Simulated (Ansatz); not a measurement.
**PbO: pressure against volume**

Aim: scale the cell of PbO up and down at fixed shape and fractional positions, and get the equilibrium volume and bulk modulus with LAPW, PAW and all-electron datasets made for the crystal.

Method: DFT PBE, scalar-relativistic, in Ansatz 0.2.0.

### Step 1. The structure to begin with

Symmetry: Fm-3m, No. 225, cubic system. The conventional cell has a = 5.265 Å, b = 5.265 Å, c = 5.265 Å, α = 90.00°, β = 90.00°, γ = 90.00°. Around Pb (site symmetry m-3m) lie 6 O at 2.63 Å. Around O (site symmetry m-3m) lie 6 Pb at 2.63 Å.

As a file:

```cif
data_structure
_symmetry_space_group_name_H-M 'P 1'
_symmetry_Int_Tables_number 1
_cell_length_a 3.7226
_cell_length_b 3.7226
_cell_length_c 3.7226
_cell_angle_alpha 60.000
_cell_angle_beta 60.000
_cell_angle_gamma 60.000
_cell_volume 36.48
loop_
_atom_site_label
_atom_site_type_symbol
_atom_site_fract_x
_atom_site_fract_y
_atom_site_fract_z
_atom_site_occupancy
Pb1 Pb 0.00000 0.00000 0.00000 1
O1 O 0.50000 0.50000 0.50000 1
```

The structure (rocksalt type) was typed from a prototype and relaxed by PAW; whether it is the ground state wasn't tested.

Atoms are numbered in the order of the input: Pb1, O2.

### Step 2. Volume × 0.9405, LAPW

Contents of input.yaml:

```yaml
crystal:
  lattice:
    - [0.0, 2.5790187441, 2.5790187441]
    - [2.5790187441, 0.0, 2.5790187441]
    - [2.5790187441, 2.5790187441, 0.0]
  atoms:
    - { symbol: Pb, position: [0.0, 0.0, 0.0] }
    - { symbol: O, position: [0.5, 0.5, 0.5] }
kpoints:
  mp_grid: { grid: [12, 12, 12] }
scf:
  occupations: { method: fermi_dirac, width: 0.05 }
hamiltonian:
  xc: pbe
  pseudopotentials: { kind: all_electron, lapw: { basis_error: 0.00025 } }
output:
  forces: true
  stress: true
  eigenvalues: true
```

Run with:

```console
ansatz run input.yaml --threads 1 --pin off --max-ram 2048MiB --backend cpu --events-out ev --progress --plain --runs-dir out
```

### Step 3. Volume × 0.9405, PAW

Edit input.yaml of step 2 so:

```diff
@@ -14,3 +14,3 @@
   xc: pbe
-  pseudopotentials: { kind: all_electron, lapw: { basis_error: 0.00025 } }
+  pseudopotentials: { kind: paw }
 output:
@@ -19 +19,6 @@
   eigenvalues: true
+  efg: { contact_densities: true }
+  write_density: true
+  write_potential: true
+  elf: true
+  volumetric_format: npy
```

### Step 4. Volume × 0.9405, crystal datasets

Edit input.yaml of step 3 so:

```diff
@@ -14,3 +14,3 @@
   xc: pbe
-  pseudopotentials: { kind: paw }
+  pseudopotentials: { kind: all_electron, datasets: crystal }
 output:
@@ -20,5 +20 @@
   efg: { contact_densities: true }
-  write_density: true
-  write_potential: true
-  elf: true
-  volumetric_format: npy
```

### Step 5. Volume × 0.97, LAPW

Contents of input.yaml:

```yaml
crystal:
  lattice:
    - [0.0, 2.6057063822, 2.6057063822]
    - [2.6057063822, 0.0, 2.6057063822]
    - [2.6057063822, 2.6057063822, 0.0]
  atoms:
    - { symbol: Pb, position: [0.0, 0.0, 0.0] }
    - { symbol: O, position: [0.5, 0.5, 0.5] }
kpoints:
  mp_grid: { grid: [12, 12, 12] }
scf:
  occupations: { method: fermi_dirac, width: 0.05 }
hamiltonian:
  xc: pbe
  pseudopotentials: { kind: all_electron, lapw: { basis_error: 0.00025 } }
output:
  forces: true
  stress: true
  eigenvalues: true
```

### Step 6. Volume × 0.97, PAW

Edit input.yaml of step 5 so:

```diff
@@ -14,3 +14,3 @@
   xc: pbe
-  pseudopotentials: { kind: all_electron, lapw: { basis_error: 0.00025 } }
+  pseudopotentials: { kind: paw }
 output:
@@ -19 +19,2 @@
   eigenvalues: true
+  efg: { contact_densities: true }
```

### Step 7. Volume × 1.03, LAPW

Contents of input.yaml:

```yaml
crystal:
  lattice:
    - [0.0, 2.6583611016, 2.6583611016]
    - [2.6583611016, 0.0, 2.6583611016]
    - [2.6583611016, 2.6583611016, 0.0]
  atoms:
    - { symbol: Pb, position: [0.0, 0.0, 0.0] }
    - { symbol: O, position: [0.5, 0.5, 0.5] }
kpoints:
  mp_grid: { grid: [12, 12, 12] }
scf:
  occupations: { method: fermi_dirac, width: 0.05 }
hamiltonian:
  xc: pbe
  pseudopotentials: { kind: all_electron, lapw: { basis_error: 0.00025 } }
output:
  forces: true
  stress: true
  eigenvalues: true
```

### Step 8. Volume × 1.03, PAW

Edit input.yaml of step 7 so:

```diff
@@ -14,3 +14,3 @@
   xc: pbe
-  pseudopotentials: { kind: all_electron, lapw: { basis_error: 0.00025 } }
+  pseudopotentials: { kind: paw }
 output:
@@ -19 +19,2 @@
   eigenvalues: true
+  efg: { contact_densities: true }
```

### Step 9. Volume × 1.06, LAPW

Contents of input.yaml:

```yaml
crystal:
  lattice:
    - [0.0, 2.6839238342, 2.6839238342]
    - [2.6839238342, 0.0, 2.6839238342]
    - [2.6839238342, 2.6839238342, 0.0]
  atoms:
    - { symbol: Pb, position: [0.0, 0.0, 0.0] }
    - { symbol: O, position: [0.5, 0.5, 0.5] }
kpoints:
  mp_grid: { grid: [12, 12, 12] }
scf:
  occupations: { method: fermi_dirac, width: 0.05 }
hamiltonian:
  xc: pbe
  pseudopotentials: { kind: all_electron, lapw: { basis_error: 0.00025 } }
output:
  forces: true
  stress: true
  eigenvalues: true
```

### Step 10. Volume × 1.06, PAW

Edit input.yaml of step 9 so:

```diff
@@ -14,3 +14,3 @@
   xc: pbe
-  pseudopotentials: { kind: all_electron, lapw: { basis_error: 0.00025 } }
+  pseudopotentials: { kind: paw }
 output:
@@ -19 +19,6 @@
   eigenvalues: true
+  efg: { contact_densities: true }
+  write_density: true
+  write_potential: true
+  elf: true
+  volumetric_format: npy
```

### Step 11. Volume × 1.06, crystal datasets

Edit input.yaml of step 10 so:

```diff
@@ -14,3 +14,3 @@
   xc: pbe
-  pseudopotentials: { kind: paw }
+  pseudopotentials: { kind: all_electron, datasets: crystal }
 output:
@@ -20,5 +20 @@
   efg: { contact_densities: true }
-  write_density: true
-  write_potential: true
-  elf: true
-  volumetric_format: npy
```

(Steps that only read results are left out.)

**Question.** What will these runs give? Wanted: equilibrium volume; bulk modulus (for each run or level that gives them).

The runs gave:

| quantity | value |
| --- | --- |
| equilibrium volume (LAPW) | 18.243 Å³/atom |
| bulk modulus (LAPW) | 87 GPa |
| its pressure derivative (LAPW) | 4.5 |
| equilibrium volume (PAW) | 18.239 Å³/atom |
| bulk modulus (PAW) | 87 GPa |
| its pressure derivative (PAW) | 4.5 |

**Reading.** A third-order Birch-Murnaghan fit to the LAPW pressures puts zero pressure at 18.24 Å³/atom, less than 0.1 % from the given cell, with a bulk modulus of 87 GPa. PAW's volume lies -0.02 % and its modulus less than 0.1 % from LAPW's. The gap goes from 0.52 eV at the smallest volume to 0.26 eV at the largest, not steadily: it turns in between. No thermal or zero-point expansion is included. Spin-orbit coupling is left out, though the cell holds Pb; in elements this heavy it can shift bands and gaps by tenths of an eV.
